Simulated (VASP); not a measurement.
# Pb: convergence, energy along a vibration (SMASS = -2)

Pb, atoms displaced along the mode, 2 atoms in the cell. PBE, energy along a line of displacements; PAW potentials Pb_d (PBE set). VASP 6.6.1.

Wanted: harmonic frequency within 1 %.

Mode: transverse mode at X.

POSCAR of the starting run:
```
Pb
1.0
    2.4750200000      2.4750200000      0.0000000000
   -2.4750200000      2.4750200000      0.0000000000
    0.0000000000      0.0000000000      4.9500400000
Pb
2
Direct
   -0.0080807428      0.0080807428      0.0000000000
    0.5080807428      0.4919192572      0.5000000000

    0.0100000000   0.0000000000   0.0000000000
   -0.0100000000   0.0000000000   0.0000000000
```

The series start from k mesh: 6 × 6 × 4; Cutoff (eV): 320; Step along the mode (Å): 0.02; Electronic threshold (eV): 1e-7; Smearing width (eV): 0.15; Precision and projection: Accurate, reciprocal space; Extrapolation between steps (IWAVPR): 11. Each series keeps the choices made before it, and each single choice may use up half of a tolerance.

## k mesh

| k mesh | Harmonic frequency (THz) | Time (s) |
|---|---|---|
| 2 × 2 × 2 | -0.5139 | 22 |
| 3 × 3 × 3 | 1.311 | 25 |
| 4 × 4 × 3 | 0.8264 | 36 |
| 6 × 6 × 4 | -1.503 | 72 |
| 7 × 7 × 5 | 1.017 | 125 |
| 9 × 9 × 6 | 1.138 | 208 |
| 11 × 11 × 8 (reference) | 1.366 | 460 |

Chosen: 11 × 11 × 8; the next looser run is off by more than half of the tolerance, so convergence isn't shown beyond this value.

## Cutoff (eV)

| Cutoff (eV) | Harmonic frequency (THz) | Time (s) |
|---|---|---|
| 170 | 2.28 | 137 |
| 210 | 1.267 | 243 |
| 240 | 1.304 | 323 |
| 280 | 1.363 | 403 |
| 320 | 1.366 | 460 |
| 360 (reference) | 1.322 | 439 |

Chosen: 360; the next looser run is off by more than half of the tolerance, so convergence isn't shown beyond this value.

## Electronic threshold (eV)

| Electronic threshold (eV) | Harmonic frequency (THz) | Time (s) |
|---|---|---|
| 0.001 | 1.328 | 278 |
| 0.0001 | 1.329 | 274 |
| 1e-5 | 1.329 | 372 |
| 1e-6 | 1.328 | 425 |
| 1e-7 | 1.328 | 545 |
| 1e-8 (reference) | 1.328 | 582 |

Chosen: 0.001, the loosest value from which every tighter one stays within half of the tolerance.

Also changed on the way, by series that aren't shown: Step along the mode (Å): 0.04.

## All choices together

| Input | Harmonic frequency (THz) | Time (s) |
|---|---|---|
| defaults on a coarse mesh (naive) | 1.051 | 3.6 |
| chosen settings | 1.328 | 278 |
| reference settings throughout | 1.327 | 582 |

The chosen settings stay within the tolerance of the reference run, but the reference itself isn't shown to be converged in: k mesh, Cutoff (eV), Smearing width (eV).

## The input

INCAR:
```
SYSTEM = Pb
GGA      = PE             ! functional
PREC     = Accurate       ! precision mode
ENCUT    = 360            ! plane-wave cutoff, eV
EDIFF    = 0.001          ! SCF threshold, eV
ALGO     = Normal         ! electronic algorithm
LREAL    = .False.        ! projectors in reciprocal space
LASPH    = .True.         ! aspherical terms in the spheres
ISMEAR   = 1              ! smearing method
SIGMA    = 0.15           ! smearing width, eV
ISYM     = 0            
LWAVE    = .False.        ! write WAVECAR
LCHARG   = .False.        ! write CHGCAR
IBRION   = 0              ! ionic algorithm
SMASS    = -2           
POTIM    = 1              ! step
NSW      = 9              ! ionic steps
NELMIN   = 4            
IWAVPR   = 11           
KPAR     = 2             
```

KPOINTS:
```
Automatic mesh
0
Gamma
  11 11 8
  0 0 0
```

POSCAR:
```
Pb
1.0
    2.4750200000      2.4750200000      0.0000000000
   -2.4750200000      2.4750200000      0.0000000000
    0.0000000000      0.0000000000      4.9500400000
Pb
2
Direct
   -0.0161614856      0.0161614856      0.0000000000
    0.5161614856      0.4838385144      0.5000000000

    0.0200000000   0.0000000000   0.0000000000
   -0.0200000000   0.0000000000   0.0000000000
```

Commands:
```
cat potpaw_PBE.64/Pb_d/POTCAR > POTCAR
mpirun -np 2 vasp_std > vasp.out
```

Limits: NELMIN = 4 forces that many electronic steps, so a loose EDIFF looks better here than it is.

The chosen input took VASP 6.6.1 278 s on 2 cores (Intel Xeon Platinum 8259CL @ 2.50GHz (Skylake/Cascade Lake)), a shared host.
